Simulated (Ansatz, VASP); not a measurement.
This is a calculation of InAs for Ansatz 0.2.0.

input.yaml

```yaml
crystal:
  lattice:
    - [0.0, 2.9337360524, 2.9337360524]
    - [2.9337360524, 0.0, 2.9337360524]
    - [2.9337360524, 2.9337360524, 0.0]
  atoms:
    - { symbol: In, position: [0.5, 0.5, 0.5] }
    - { symbol: As, position: [0.0, 0.0, 0.0] }
hamiltonian:
  xc: pbe
  pseudopotentials: { kind: paw }
kpoints:
  mp_grid: { grid: [8, 8, 8] }
scf:
  occupations: { method: fermi_dirac, width: 0.05 }
output:
  forces: true
  stress: true
  eigenvalues: true
```

Potentials or basis: Ansatz PAW.

Launch:

```bash
$ ansatz run input.yaml --threads 2 --pin off --max-ram 5120MiB --backend cpu --events-out ev --progress --plain --runs-dir out
```

Q: Translate it to VASP 6.6.1. Potentials there: VASP PAW PBE potentials, release 64 (In_d, As).

A: As run (the cutoff follows the program's own potentials):

The input INCAR:

```
ALGO = Normal
EDIFF = 1E-7
ENCUT = 520
GGA = PE
ISIF = 2
ISMEAR = -1
LASPH = T
LCHARG = F
LREAL = F
LWAVE = F
NBANDS = 16
NELM = 80
PREC = Accurate
SIGMA = 0.05
```

KPOINTS

```
k-points
0
Gamma
  8 8 8
```

POSCAR

```
InAs
1.0
    0.0000000000      2.9337360524      2.9337360524
    2.9337360524      0.0000000000      2.9337360524
    2.9337360524      2.9337360524      0.0000000000
In As
1 1
Direct
    0.5000000000      0.5000000000      0.5000000000
    0.0000000000      0.0000000000      0.0000000000
```

Potentials or basis: VASP PAW PBE potentials, release 64 (In_d, As).

Launch:

```bash
$ cat potpaw_PBE.64/In_d/POTCAR potpaw_PBE.64/As/POTCAR > POTCAR
$ mpirun -np 1 vasp_std > vasp.out
```

Both were run:

|  | VASP | Ansatz | Ansatz less VASP |
| --- | --- | --- | --- |
| gap on the k mesh at the Fermi level (eV) | none | none | - |
| pressure (GPa) | -3.1 | -3.1 | -0.04 |

A gap of «none» marks a metal or a gap that the smearing closes. With one functional, cell and mesh, what is left measures potentials, basis and numerics. The two sets of potentials don't hold the same shells in valence.
